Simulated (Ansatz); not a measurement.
**Zone-centre phonons of SiC at 11 GPa: input and output**

The calculation used Ansatz 0.2.0, DFT PBEsol, scalar-relativistic, plane waves, PAW.

Launched with:
```bash
ansatz run input.yaml --threads 1 --pin off --max-ram 3072MiB --backend cpu --events-out ev --progress --plain --runs-dir out
```

Input (bare energies are in eV):
```yaml
crystal:
  lattice:
    - [0.0, 2.145654521, 2.145654521]
    - [2.145654521, 0.0, 2.145654521]
    - [2.145654521, 2.145654521, 0.0]
  atoms:
    - { symbol: Si, position: [0.0, 0.0, 0.0] }
    - { symbol: C, position: [0.75, 0.75, 0.75] }
basis:
  ecutwfc: 420
kpoints:
  mp_grid: { grid: [12, 12, 12] }
hamiltonian:
  xc: pbesol
scf:
  occupations: { method: fixed }
output:
  eigenvalues: true
phonons:
  method: dfpt
  dielectric: true
  rigid_motions: translations
  eigenvectors: true
```

Results section of the output:
```
--- Phonons (Γ-DFPT): 2 representative perturbations + reference, on 280 of 1728 k-points (Σ response iterations 6) ---
  k mesh reduced under 4 symmetry operations, with k and −k counted as one. Each operation leaves every solved perturbation unchanged. A smaller set is not considered because the run solves the response ...
  ASR residual: 6.820e-6 → 0.000e0 eV/Å²; symmetrization residual: 2.692e-7 eV/Å²
  ASR residual per site (eV/Å²): 1.10e-6 6.82e-6
  Γ frequencies (cm⁻¹): 0.00 0.00 0.00 828.07 828.07 828.07
  ε∞ (high-frequency dielectric tensor):
        6.943938     0.000000    -0.000000
        0.000000     6.943938     0.000000
       -0.000000     0.000000     6.943938
  ε⁰ (static dielectric tensor: ions relaxed, cell fixed):
       10.211597     0.000000     0.000000
        0.000000    10.211597    -0.000000
        0.000000    -0.000000    10.211597
  ε⁰ − ε∞ (ionic part):
        3.267659     0.000000     0.000000
        0.000000     3.267659    -0.000000
        0.000000    -0.000000     3.267659
  softest optical mode at Γ: 828.07 cm⁻¹; the repairs (sum rule, projections) moved no ω² at Γ by more than (0.44 cm⁻¹)²
  Born effective charges Z* (e; rows j = field, columns β = displacement):
    site 0:
         2.75111    0.00000    0.00000
         0.00000    2.75111    0.00000
         0.00000    0.00000    2.75111
    site 1:
        -2.75111   -0.00000   -0.00000
        -0.00000   -2.75111   -0.00000
        -0.00000   -0.00000   -2.75111
  Z* charge neutrality: 7.880e-4 e pre-enforcement
  solved inside a basis spanned on kpoints, on 12×12×12 k-points, its susceptibility summed on 16×16×16: ε∞ is read to err by 2.0e-2, Z* by 9.4e-3 e (field_mesh: kpoints solves on kpoints); Z* is corrected for ...
  optical modes at Γ without the LO–TO term, one row a degenerate level:
      ω (cm⁻¹) modes IR ((D/Å)²/amu)
        828.07      3            62.2653
  optical modes at Γ + LO–TO along q̂ = [1.0000, 0.0000, 0.0000]:
      ω (cm⁻¹) modes IR ((D/Å)²/amu)
        828.07      2            41.5102
       1004.18      1            20.7551
  optical modes at Γ + LO–TO along q̂ = [0.0000, 1.0000, 0.0000]:
      ω (cm⁻¹) modes IR ((D/Å)²/amu)
        828.07      2            41.5102
       1004.18      1            20.7551
  optical modes at Γ + LO–TO along q̂ = [0.0000, 0.0000, 1.0000]:
      ω (cm⁻¹) modes IR ((D/Å)²/amu)
        828.07      2            41.5102
       1004.18      1            20.7551
```

Time: 28 s on 1 thread of AMD EPYC 7R43 64-Core Processor (Zen 3), on a shared host, peak memory 0.55 GiB.